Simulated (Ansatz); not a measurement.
The system is SiC (Moissanite).

```xyz
4
Lattice="3.0760 0.0000 0.0000 -1.5380 2.6639 0.0000 0.0000 0.0000 5.0480" Properties=species:S:1:pos:R:3 pbc="T T T"
Si    1.5380    0.8880    2.5240
Si    0.0000    1.7759    0.0000
C     1.5380    0.8880    4.4675
C     0.0000    1.7759    1.9435
```

- Program: Ansatz 0.2.0
- Task: relaxation of cell and atoms
- Functional: BPBE
- Potentials or basis: Ansatz PAW
- Cutoff: 420 eV (not typed: the program's choice for these potentials)
- k mesh: 10 × 10 × 5
- Occupations: fermi-dirac, width 0.05 eV
- Spin: no spin polarisation

At the start: volume 10.34 Å³/atom.

Q: Where does the relaxation end?

A: It ends after 8 steps and the volume is 10.51 Å³/atom (+1.6 %); space group P6_3mc (No. 186, to 0.05 Å).

Step by step:
| step | energy change (eV) | largest force (eV/Å) | volume (Å³) |
| --- | --- | --- | --- |
| 1 | 0.0000 | 0.7533 | 41.36 |
| 2 | -0.0260 | 0.4311 | 41.73 |
| 3 | -0.0395 | 0.1125 | 42.15 |
| 4 | -0.0424 | 0.0036 | 42.03 |
| 5 | -0.0424 | 0.0001 | 42.03 |
| 6 | -0.0437 | 0.0000 | 42.03 |
| 7 | -0.0437 | 0.0008 | 42.04 |
| 8 | -0.0437 | 0.0008 | 42.04 |

Final structure:
```
Si C
1.0
     3.09248    0.00000    0.00000
    -1.54624    2.67817    0.00000
     0.00000    0.00000    5.07568
Si C
2 2
Cartesian
  1.5462 0.8927 2.5612
  0.0000 1.7854 0.0233
  1.5462 0.8927 4.4687
  0.0000 1.7854 1.9308
```

Caveat: the plane-wave basis is chosen anew once the cell has moved, so the energies of steps on either side of that aren't comparable; the PAW data sets come from PBE, with cores solved anew for the run's functional, which leaves a small shift of forces and pressure.
